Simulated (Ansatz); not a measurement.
# HfO2 (model cell, started as fluorite): the cell at rest

Aim: bring HfO2 (model cell, started as fluorite) to small forces and stress, as phonons need.

Program: Ansatz 0.2.0. Level of theory: DFT PBE, scalar-relativistic, plane waves, PAW; PAW set soft_1. Results are calculated unless marked as measured.

## 1. Starting point

The structure is cubic, space group Fm-3m (No. 225). Conventional cell: a = 5.050 Å, b = 5.050 Å, c = 5.050 Å, α = 90.00°, β = 90.00°, γ = 90.00°. Nearest to Hf lie 8 O at 2.19 Å. Nearest to O lie 4 Hf at 2.19 Å. Farther neighbours and most contacts between anions are not listed.

## 2. Probe on a coarse mesh

A quick single point on a coarse mesh tells whether the cell has a gap and how far it is from rest, which sets the k mesh and smearing that follow.

The input, input.yaml:

```yaml
crystal:
  lattice:
    - [0.0, 2.525, 2.525]
    - [2.525, 0.0, 2.525]
    - [2.525, 2.525, 0.0]
  atoms:
    - { symbol: Hf, position: [0.0, 0.0, 0.0] }
    - { symbol: O, position: [0.25, 0.25, 0.25] }
    - { symbol: O, position: [0.75, 0.75, 0.75] }
kpoints:
  mp_grid: { grid: [6, 6, 6] }
hamiltonian:
  xc: pbe
  pseudopotentials: { kind: paw, azcp: { folder: soft_1 } }
scf:
  occupations: { method: gaussian, width: 0.1 }
output:
  forces: true
  stress: true
  eigenvalues: true
```

Launch:

```console
$ ansatz run input.yaml --threads 4 --pin off --max-ram 16384MiB --backend cpu --events-out ev --progress --plain --runs-dir out
```

Numbers of over 12 decimals in the logs are rounded to 6 here.

The program printed:

```text
Engine: ansatz 0.2.0, aarch64-unknown-linux-gnu
Pseudopotentials: kind: paw
Pseudopotential: Hf, paw, valence charge 26, recommended cutoff 420 eV (normal), soft_1/Hf.paw.azcp
Pseudopotential: O, paw, valence charge 6, recommended cutoff 420 eV (normal), soft_1/O.paw.azcp
Functional definition: PBE
  parameter kappa = 0.804
  parameter beta = 0.066725
  exchange = pbe_x(kappa = kappa, mu = beta*pi^2/3)
[...]
--- Band table (eV; the first three rows and the last of 16) ---
  k-point 0: bands = [... 15 lower, 9.5837, 14.4323, 14.4323, 14.4323, 18.9669, 18.9669, 20.9296, 25.6341]
  k-point 1: bands = [... 15 lower, 10.3316, 13.6796, 13.9638, 13.9638, 19.4274, 19.4274, 21.8671, 24.5743]
  k-point 2: bands = [... 15 lower, 11.7050, 12.4794, 13.3565, 13.3565, 19.7957, 19.7957, 21.9914, 24.6630]
  k-point 15: bands = [... 15 lower, 11.9806, 12.9244, 13.5518, 14.9006, 19.5552, 20.4673, 21.9775, 22.6470]
[key lines of the parts left out:]
SCF converged after 8 iterations
Free energy (F): -16862.235255 eV
Fermi energy:    16.964257 eV
P = ⅓ Tr σ = 7.4411 GPa (74.411 kbar)
```

Run time: 0.98 s. Hardware: 4 threads of Arm Neoverse V1, shared host; peak memory 0.29 GiB.

A gap read on the k-mesh alone can miss the band edges.

Numbers from this step:

```
pressure           : 7.441 GPa
gap on the k-mesh  : 3.817 eV
volume per atom    : 10.73 Å³
direct gap on mesh : 3.817 eV
```

The coarse mesh shows a gap of 3.82 eV and a pressure of 7.4 GPa.

## 3. Relaxation

Harmonic phonons are second derivatives at a point where the forces vanish, and they are wanted at zero stress, so atoms and cell are relaxed first.

input.yaml, the sections that differ from step 2:

```yaml
kpoints:
  mp_grid: { grid: [8, 8, 8] }
scf:
  occupations: { method: gaussian, width: 0.02 }
relax:
  adjacent_minimum: "off"
  f_tol: 0.005
  max_steps: 80
  cell: { stress_tol: 0.05 }
# crystal, hamiltonian, output: as in step 2
```

The program printed:

```text
[...]
Crystal: 3 atoms, lattice volume = 32.197 Å³
Basis set: ecut = 420 eV, 609 PW (Γ), exchange–correlation on 48×48×48 points (8 copies of the dense FFT grid, shifted against one another)
Bands: 23, of which v1, the nominal top of the filled ones, is band 19 counted from 1 (18 counted from 0)
Symmetry: 48 space group operations
[...]
k-points: 29 of 512
[...]
SCF iter   1: F=—  HF=-16862.738725 eV  |F-HF|=—  |Δ(HF+E_count)|=         —  Δρ=8.62e-2  dr2=1.77e0  ethr=3.10e-3  ⟨swp⟩=5.0  Hψ=2552  notcnv=0
[...]
SCF iter   7: F=-16862.235562 eV  HF=-16862.235562 eV  |F-HF|=7.28e-9  |Δ(HF+E_count)|=   1.09e-7  Δρ=2.18e-5  dr2=7.03e-8  ethr=2.63e-10  ⟨swp⟩=6.6  Hψ=3770  notcnv=0
SCF 1 converged in 7 iterations: F = -16862.235562 eV  dr2 = 7.03e-8
[...]
relax step   1: F+E_penalty+E_count = -16862.23556240 eV  Δ(F+E_penalty+E_count) = +0.000e0 eV  max|allowed force component| = 1.735e-18 eV/Å  Δτ_max = 0.0000 Å  P = +7.437 GPa  Ω = 32.197 Å³  (7 SCF iters, dr2 threshold 1.00e-7 eV, accepted)
Crystal: 3 atoms, lattice volume = 33.251 Å³
Basis set: ecut = 420 eV, 645 PW (Γ), exchange–correlation on 48×48×48 points (8 copies of the dense FFT grid, shifted against one another)
[...]
iter 1 solved again at ethr=1.76e-5 eV; its pass at ethr=3.10e-3 eV (dr2=6.69e-3 eV) is discarded
[...]
SCF iter   6: F=-16862.251650 eV  HF=-16862.251650 eV  |F-HF|=9.37e-8  |Δ(HF+E_count)|=   2.10e-6  Δρ=1.99e-5  dr2=7.00e-8  ethr=7.89e-10  ⟨swp⟩=3.9  Hψ=3049  notcnv=0
SCF 2 converged in 6 iterations: F = -16862.251650 eV  dr2 = 7.00e-8
relax step   2: F+E_penalty+E_count = -16862.25165019 eV  Δ(F+E_penalty+E_count) = -1.609e-2 eV  max|allowed force component| = 1.870e-17 eV/Å  Δτ_max = 0.0000 Å  P = -1.158 GPa  Ω = 33.251 Å³  energy of the carried Pulay correction = -3.826e-3 eV  (6 SCF iters, dr2 threshold 3.00e-7 eV, accepted)
Crystal: 3 atoms, lattice volume = 33.105 Å³
[...]
SCF iter   4: F=-16862.252723 eV  HF=-16862.252723 eV  |F-HF|=5.00e-8  |Δ(HF+E_count)|=   9.85e-7  Δρ=3.08e-5  dr2=1.56e-7  ethr=7.89e-10  ⟨swp⟩=3.8  Hψ=3057  notcnv=0
SCF 3 converged in 4 iterations: F = -16862.252723 eV  dr2 = 1.56e-7
relax step   3: F+E_penalty+E_count = -16862.25272295 eV  Δ(F+E_penalty+E_count) = -1.073e-3 eV  max|allowed force component| = 1.966e-17 eV/Å  Δτ_max = 0.0000 Å  P = -0.044 GPa  Ω = 33.105 Å³  energy of the carried Pulay correction = -3.303e-3 eV  (4 SCF iters, dr2 threshold 3.00e-7 eV, accepted)
[...]
relax step   4: F+E_penalty+E_count = -16862.25644051 eV  Δ(F+E_penalty+E_count) = -3.718e-3 eV  max|allowed force component| = 2.024e-17 eV/Å  Δτ_max = 0.0000 Å  P = +0.158 GPa  Ω = 33.105 Å³  stress off target by 1.58e-1 GPa  SCF on the basis re-selected at this cell (its energy is not comparable with the rows above)  (7 SCF iters)
[...]
relax step   5: F+E_penalty+E_count = -16862.25637679 eV  Δ(F+E_penalty+E_count) = +6.371e-5 eV  max|allowed force component| = 1.889e-17 eV/Å  Δτ_max = 0.0000 Å  P = +0.003 GPa  Ω = 33.126 Å³  energy of the carried Pulay correction = -7.405e-5 eV  (4 SCF iters, dr2 threshold 6.24e-8 eV, accepted)
[...]
SCF iter   6: F=-16862.256693 eV  HF=-16862.256693 eV  |F-HF|=1.09e-11  |Δ(HF+E_count)|=  3.64e-12  Δρ=1.17e-7  dr2=1.68e-12  ethr=1.00e-12  ⟨swp⟩=5.9  Hψ=3131  notcnv=0
SCF 6 converged in 6 iterations: F = -16862.256693 eV  dr2 = 1.68e-12
relax step   6: F+E_penalty+E_count = -16862.25669315 eV  Δ(F+E_penalty+E_count) = -3.164e-4 eV  max|allowed force component| = 1.870e-17 eV/Å  Δτ_max = 0.0000 Å  P = +0.005 GPa  Ω = 33.126 Å³  stress off target by 4.79e-3 GPa  SCF on the basis re-selected at this cell (its energy is not comparable with the rows above)  (6 SCF iters)
[...]
SCF converged after 6 iterations
Free energy (F): -16862.256693 eV
[...]
Internal energy: -16862.256693 eV  (E = F + TS)
E sigma→0 (E₀):  -16862.256693 eV
Fermi energy:    16.385132 eV
[...]
--- Stress (GPa, compression-positive) ---
        0.004789      -0.000000      -0.000000
       -0.000000       0.004789      -0.000000
       -0.000000      -0.000000       0.004789
  P = ⅓ Tr σ = 0.0048 GPa (0.048 kbar)
--- Band table (eV; the first three rows and the last of 29) ---
  k-point 0: bands = [... 15 lower, 9.2199, 13.9012, 13.9012, 13.9012, 18.3602, 18.3602, 20.1645, 24.7399]
  k-point 1: bands = [... 15 lower, 9.6373, 13.4415, 13.6224, 13.6224, 18.6372, 18.6372, 20.7761, 24.0668]
  k-point 2: bands = [... 15 lower, 10.6007, 12.5306, 13.1089, 13.1089, 19.0529, 19.0529, 21.4342, 23.5557]
  k-point 28: bands = [... 15 lower, 11.9564, 11.9564, 13.0966, 14.3078, 19.2658, 19.5959, 21.4549, 21.4549]
--- Relaxed structure (4 steps of the walk, 4 accepted, 2 SCFs on fresh bases) ---
  F+E_penalty+E_count = -16862.25669315 eV   max|allowed force component| = 1.870e-17 eV/Å   (the final SCF, on the basis selected at the relaxed cell)
  cell:  # Å, volume = 33.1255 Å³
    - [0, 2.549045, 2.549045]
    - [2.549045, 0, 2.549045]
    - [2.549045, 2.549045, 0]
  atoms:
    - { symbol: Hf, position: [0, 0, 0] }
    - { symbol: O, position: [0.25, 0.25, 0.25] }
    - { symbol: O, position: [0.75, 0.75, 0.75] }
```

It took 3 s on 4 threads; peak memory 0.33 GiB.

Step by step:

```
step  energy less that of the first step (eV)  largest force component (eV/Å)  pressure (GPa)  volume (Å³)
   1                                   0.0000                          0.0000            7.44        32.20
   2                                  -0.0161                          0.0000           -1.16        33.25
   3                                  -0.0172                          0.0000           -0.04        33.10
  4*                                  -0.0209                          0.0000            0.16        33.10
   5                                  -0.0208                          0.0000            0.00        33.13
  6*                                  -0.0211                          0.0000            0.00        33.13
```

Relaxation steps marked * repeat the geometry before them on a plane-wave basis chosen anew for their cell, so energy and pressure can jump there.

Forces are held to the 48 operations that the run works with; a distortion that breaks them can't arise in this run.

```
conventional cell, symmetrised  before  after  change
                         a (Å)   5.050  5.098  +1.0 %
                         b (Å)   5.050  5.098  +1.0 %
                         c (Å)   5.050  5.098  +1.0 %
              volume (Å³/atom)   10.73  11.04  +2.9 %
```

The relaxed structure:

```
Hf O
1.0
     0.00000    2.54905    2.54905
     2.54905    0.00000    2.54905
     2.54905    2.54905    0.00000
Hf O
1 2
Direct
  0.00000 0.00000 0.00000
  0.25000 0.25000 0.25000
  0.75000 0.75000 0.75000
```

Numbers from this step:

| Item | Value |
| --- | --- |
| pressure | 0.004789 GPa |
| gap on the k-mesh | 3.747 eV |
| volume per atom | 11.04 Å³ |
| direct gap on mesh | 3.747 eV |

In this step the volume went from 10.73 to 11.04 Å³/atom.

## 4. Tight relaxation

Phonons need a cell at rest on their own settings, so the relaxation is repeated with tight tolerances on forces and stress, using the mesh and the filling of the phonon run that follows.

input.yaml, the sections that differ from step 3:

```yaml
crystal:
  lattice:
    - [0.0, 2.5490453536, 2.5490453536]
    - [2.5490453536, 0.0, 2.5490453536]
    - [2.5490453536, 2.5490453536, 0.0]
  atoms:
    - { symbol: Hf, position: [0.0, 0.0, 0.0] }
    - { symbol: O, position: [0.25, 0.25, 0.25] }
    - { symbol: O, position: [0.75, 0.75, 0.75] }
scf:
  occupations: { method: fixed }
relax:
  adjacent_minimum: "off"
  f_tol: 0.001
  max_steps: 60
  cell: { stress_tol: 0.01 }
# kpoints, hamiltonian, output: as in step 3
```

The program printed:

```text
[...]
Crystal: 3 atoms, lattice volume = 33.126 Å³
Basis set: ecut = 420 eV, 645 PW (Γ), exchange–correlation on 50×50×50 points (8 copies of the dense FFT grid, shifted against one another)
Bands: 23, of which v1, the nominal top of the filled ones, is band 19 counted from 1 (18 counted from 0)
[... 1 set-up line as in the run before ...]
[...]
k-points: 29 of 512
[...]
--- Relaxed structure (1 steps of the walk, 1 accepted, 1 SCFs on fresh bases) ---
[...]
cell:  # Å, volume = 33.1255 Å³
    - [0.0, 2.5490453536, 2.5490453536]
    - [2.5490453536, 0.0, 2.5490453536]
    - [2.5490453536, 2.5490453536, 0.0]
  atoms:
    - { symbol: Hf, position: [0.0, 0.0, 0.0] }
    - { symbol: O, position: [0.250000, 0.250000, 0.250000] }
    - { symbol: O, position: [0.75, 0.75, 0.75] }
[key lines of the parts left out:]
SCF converged after 7 iterations
Free energy (F): -16862.256693 eV
Fermi energy:    14.511796 eV
P = ⅓ Tr σ = 0.0048 GPa (0.048 kbar)
```

The job ended after 1.2 s (4 threads; peak memory 0.32 GiB).

Little changed from the start: no atom moved by 0.005 Å and no cell edge by 0.1 %.

Numbers from this step:

```yaml
pressure: 0.004786 GPa
```

The forces vanish by symmetry and the pressure is 0.005 GPa, within the tolerances set. The cell now holds 11.04 Å³/atom.

## 5. Outcome

| Property | Result |
| --- | --- |
| space group after relaxation (within 0.01 Å) | Fm-3m |
| lattice constant a | 5.098 Å |
| lattice constant b | 5.098 Å |
| lattice constant c | 5.098 Å |
| volume per atom | 11.0 Å³ |
| gap on the k-mesh | 3.75 eV |

**Reading.** The forces vanish by symmetry and the pressure is 0.005 GPa, within the tolerances set. The cell now holds 11.04 Å³/atom. The relaxation keeps the symmetry of its start, so it says nothing on stability against lower symmetry. Spin-orbit coupling is left out, which can matter for the heavy elements here. The starting cell was built on a prototype and not taken from a measurement, so the phase need not exist.

[Logs are printed without paths, hosts, clocks, repeated set-up lines and the standing remarks that a program may print on its own settings, such as how far it seeks lower states.]

[Hosts, paths, dates, database ids (printed as entryN), source tags and the programs' standing remarks are cut or masked in the printed files.]
